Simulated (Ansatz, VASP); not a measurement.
# Y in VASP and in Ansatz

Contents of INCAR:

```
  PREC = Accurate
  ENCUT = 520
  EDIFF = 1E-6
  ISMEAR = -1
  SIGMA = 0.1
  LREAL = F
  LASPH = T
  NELM = 150
  ALGO = Normal
  ISIF = 2
  LWAVE = F
  LCHARG = F
  ISPIN = 2
  MAGMOM = 1 1
  LORBIT = 11
  LMAXMIX = 4
  GGA = B5
  ALDAX = 1.0
  AGGAX = 1.0
  AGGAC = 1.0
  ALDAC = 0.0
  NBANDS = 22
```

KPOINTS

```
regular mesh
0
Gamma
  5 5 3
```

Contents of POSCAR:

```
Y
1.0
    3.6928105545      0.0000000000      0.0000000000
   -1.8464052773      3.1980677516      0.0000000000
    0.0000000000      0.0000000000      5.7087541404
Y
2
Direct
    0.3333333333      0.6666666667      0.2500000000
    0.6666666667      0.3333333333      0.7500000000
```

Input for Ansatz:

```yaml
crystal:
  lattice:
    - [3.6928105545, 0.0, 0.0]
    - [-1.8464052773, 3.1980677516, 0.0]
    - [0.0, 0.0, 5.7087541404]
  atoms:
    - { symbol: "Y", position: [0.3333333333, 0.6666666667, 0.25], spin: 1.0 }
    - { symbol: "Y", position: [0.6666666667, 0.3333333333, 0.75], spin: 1.0 }
hamiltonian:
  xc: blyp
  pseudopotentials:
    kind: paw
    azcp:
      "Y": "pseudopotentials/Y.paw.azcp"
basis:
  ecutwfc: 420
  fft_grid_basis: typed
kpoints:
  mp_grid: { grid: [5, 5, 3], shift: [0, 0, 0] }
magnetization:
  spin_polarized: true
scf:
  occupations: { method: fermi_dirac, width: 0.1 }
```

Alike in both runs: task single point; functional BLYP; k mesh 5 × 5 × 3; occupations fermi-dirac, width 0.1 eV; collinear spin.

```csv
,VASP,Ansatz
version,VASP 6.6.1,Ansatz 0.2.0
potentials or method,"VASP PAW PBE potentials, release 64 (Y_sv)","plane waves (420 eV) with PAW, scalar-relativistic"
plane-wave cutoff (eV),520,420
valence electrons in the cell,22,22
```

|  | VASP | Ansatz | Ansatz less VASP |
| --- | --- | --- | --- |
| net moment per atom (μB) | 0.00 | 0.00 | -0.001 |

The functional is the same, so the differences come from potentials, cutoffs and numerics. Ansatz warned: «seeded_moment_not_kept».

Caveats: the k mesh is coarse (spacing up to 0.39 Å⁻¹), so the values aren't converged.
